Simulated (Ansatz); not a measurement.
# Al6H: the cost of one run

Program: Ansatz 0.2.0. Level of theory: DFT PBE, scalar-relativistic, plane waves, PAW. These are calculated values, not measurements.

17 further runs of the same task are left out: 17 set aside as unsound or not needed.

### Step 1. The structure to begin with

Symmetry: Cm, No. 8, monoclinic system. The conventional cell has a = 9.897 Å, b = 5.714 Å, c = 22.602 Å, α = 90.00°, β = 90.00°, γ = 90.00°. Al (site symmetry m) is surrounded by 9 Al at 2.83 to 2.86 Å. Al (site symmetry 1) has 9 Al at 2.83 to 2.86 Å as nearest neighbours. Around Al (site symmetry 1) lie 12 Al at 2.83 to 2.86 Å and 1 H at 2.99 Å. Al (site symmetry m) is surrounded by 12 Al at 2.83 to 2.86 Å. Around Al (site symmetry 1) lie 1 H at 1.26 Å. Al (site symmetry m) has 9 Al at 2.83 to 2.86 Å and 2 H at 2.84 Å as nearest neighbours. Only part of the 10 independent sites is listed.

As a file:

```cif
data_structure
_symmetry_space_group_name_H-M 'Cm'
_symmetry_Int_Tables_number 8
_cell_length_a 9.8975
_cell_length_b 5.7143
_cell_length_c 22.6016
_cell_angle_alpha 90.000
_cell_angle_beta 90.000
_cell_angle_gamma 90.000
_cell_volume 1278.28
loop_
_atom_site_label
_atom_site_type_symbol
_atom_site_symmetry_multiplicity
_atom_site_Wyckoff_symbol
_atom_site_fract_x
_atom_site_fract_y
_atom_site_fract_z
_atom_site_occupancy
Al1 Al 2 a 0.33333 0.50000 0.17698 1
Al2 Al 4 b 0.58333 0.75000 0.17698 1
Al3 Al 2 a 0.33333 0.00000 0.17698 1
Al4 Al 4 b 0.41667 0.75000 0.27878 1
Al5 Al 2 a 0.66667 0.00000 0.27878 1
Al6 Al 2 a 0.66667 0.50000 0.27878 1
Al7 Al 4 b 0.25000 0.75000 0.38058 1
Al8 Al 2 a 0.50000 0.00000 0.38058 1
Al9 Al 2 a 0.50000 0.50000 0.38058 1
H1 H 4 b 0.33333 0.60334 0.40049 1
```

This is the geometry of the first run shown, built on a cell relaxed beforehand with the same method.

### Step 2. What is varied

Atoms count from 1 in the order of the input.

H2 lies flat over one site of a rigid substrate while its bond length and height are varied.

- distance H13-H14: 8 values from 0.650 to 2.650 Å
- height of the H2 axis above the plane of Al9: 9 values from 0.45 to 3.60 Å

Nothing else is relaxed. Points are written as (first, second).

### Step 3. Point (1.181 Å, 0.45 Å)

The cell repeats along c, and a dipole correction in the vacuum removes the field between the copies.

The input, input.yaml:

```yaml
crystal:
  lattice:
    - [5.7143028096, 0.0, 0.0]
    - [-2.8571514048, 4.948731398, 0.0]
    - [0.0, 0.0, 22.6016424997]
  atoms:
    - { symbol: Al, position: [0.3333333333, 0.1666666667, 0.1769782882] }
    - { symbol: Al, position: [0.3333333333, 0.6666666667, 0.1769782882] }
    - { symbol: Al, position: [0.8333333333, 0.1666666667, 0.1769782882] }
    - { symbol: Al, position: [0.8333333333, 0.6666666667, 0.1769782882] }
    - { symbol: Al, position: [0.1666666667, 0.3333333333, 0.2787817902] }
    - { symbol: Al, position: [0.1666666667, 0.8333333333, 0.2787817902] }
    - { symbol: Al, position: [0.6666666667, 0.3333333333, 0.2787817902] }
    - { symbol: Al, position: [0.6666666667, 0.8333333333, 0.2787817902] }
    - { symbol: Al, position: [0.0, 0.0, 0.3805759913] }
    - { symbol: Al, position: [0.0, 0.5, 0.3805759913] }
    - { symbol: Al, position: [0.5, 0.0, 0.3805759913] }
    - { symbol: Al, position: [0.5, 0.5, 0.3805759913] }
    - { symbol: H, position: [0.2299961425, 0.1666666667, 0.4004860487] }
    - { symbol: H, position: [0.4366705242, 0.1666666667, 0.4004860487] }
basis:
  ecutwfc: 420
kpoints:
  mp_grid: { grid: [6, 6, 1] }
hamiltonian:
  xc: pbe
scf:
  occupations: { method: gaussian, width: 0.1 }
output:
  forces: true
  eigenvalues: true
  write_density: true
  write_potential: true
  elf: true
  volumetric_format: npy
efield:
  axis: 3
  dipole_correction: true
  ramp_width: 0.04
```

The run is started by

```sh
> ansatz run input.yaml --threads 1 --pin off --max-ram 3072MiB --backend cpu --events-out ev --progress --plain --runs-dir out
```

Q: Estimate wall time and peak memory on 1 thread of Intel Xeon 6975P-C (Granite Rapids), shared host.

About 21 s, with a peak of 0.73 GiB.
